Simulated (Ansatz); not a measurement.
# SnO2: relaxation of cell and atoms with PBEsol

Crystal: SnO2.

```
CELL_PARAMETERS angstrom
5.17526 0.00000 0.00000
0.00000 5.17526 0.00000
0.00000 0.00000 5.17526
ATOMIC_POSITIONS crystal
Sn 0.00000 0.00000 0.00000
Sn 0.50000 0.00000 0.50000
Sn 0.50000 0.50000 0.00000
Sn 0.00000 0.50000 0.50000
O 0.66110 0.83890 0.16110
O 0.83890 0.16110 0.66110
O 0.16110 0.66110 0.83890
O 0.33890 0.33890 0.33890
O 0.66110 0.66110 0.66110
O 0.83890 0.33890 0.16110
O 0.16110 0.83890 0.33890
O 0.33890 0.16110 0.83890
```

Measurements of this composition are mostly on another form, of space group No. 136.

```json
{"Program": "Ansatz 0.2.0", "Task": "relaxation of cell and atoms", "Functional": "PBEsol", "Potentials or basis": "Ansatz PAW", "Cutoff": "420 eV (not typed: the program's choice for these potentials)", "k mesh": "5 × 5 × 5", "Occupations": "fermi-dirac, width 0.05 eV", "Spin": "no spin polarisation"}
```

```
Relaxed volume                         : 11.14 Å³/atom
Relaxed cell                           : a = 5.113 Å, b = 5.113 Å, c = 5.113 Å, α = 90.00°, β = 90.00°, γ = 90.00°
Space group after relaxing (to 0.05 Å) : Pa-3 (No. 205)
Energy gained by relaxing              : 9.5 meV/atom
Ionic steps                            : 6
Pressure after relaxing                : 0.0 GPa
Band gap on the k mesh                 : 0.85 eV, indirect (least direct gap 0.92 eV)
```

The path:
```csv
step,energy change (eV),largest force (eV/Å),volume (Å³)
1,0.0000,0.0221,138.61
2,-0.1411,0.0038,133.52
3,-0.1397,0.0003,133.81
4,-0.1155,0.0004,133.81
5,-0.1167,0.0004,133.63
6,-0.1141,0.0006,133.63
```

Final structure:
```cif
data_structure
_symmetry_space_group_name_H-M 'P 1'
_symmetry_Int_Tables_number 1
_cell_length_a 5.1125
_cell_length_b 5.1125
_cell_length_c 5.1125
_cell_angle_alpha 90.000
_cell_angle_beta 90.000
_cell_angle_gamma 90.000
_cell_volume 133.63
loop_
_atom_site_label
_atom_site_type_symbol
_atom_site_fract_x
_atom_site_fract_y
_atom_site_fract_z
_atom_site_occupancy
Sn1 Sn 0.00000 0.00000 0.00000 1
Sn2 Sn 0.50000 0.00000 0.50000 1
Sn3 Sn 0.50000 0.50000 0.00000 1
Sn4 Sn 0.00000 0.50000 0.50000 1
O1 O 0.66066 0.83934 0.16066 1
O2 O 0.83934 0.16066 0.66066 1
O3 O 0.16066 0.66066 0.83934 1
O4 O 0.33934 0.33934 0.33934 1
O5 O 0.66066 0.66066 0.66066 1
O6 O 0.83934 0.33934 0.16066 1
O7 O 0.16066 0.83934 0.33934 1
O8 O 0.33934 0.16066 0.83934 1
```

Levels at points of the mesh, in eV from the valence-band top:
| k point | band 50 | band 51 | band 52 | band 53 | band 54 | band 55 |
| --- | --- | --- | --- | --- | --- | --- |
| (0.00, 0.00, 0.00) | -0.07 | -0.07 | -0.07 | 0.85 | 6.07 | 6.07 |

Run time: 11 s on 4 threads of AMD EPYC 7R43 64-Core Processor (Zen 3), with other jobs on the host, peak memory 0.6 GiB.

Caveat: odd divisions of the mesh miss points on the zone boundary, where band edges often lie, so the gap on the mesh can be too wide; the plane-wave basis is chosen anew once the cell has moved, so the energies of steps on either side of that aren't comparable; the pressure holds a Pulay correction of +1.0 GPa for the finite cutoff; spin-orbit coupling is left out, which moves the levels of the heavy elements; the PAW data sets come from PBE, with cores solved anew for the run's functional, which leaves a small shift of forces and pressure. As with any semilocal functional, this PBEsol gap is likely too small.
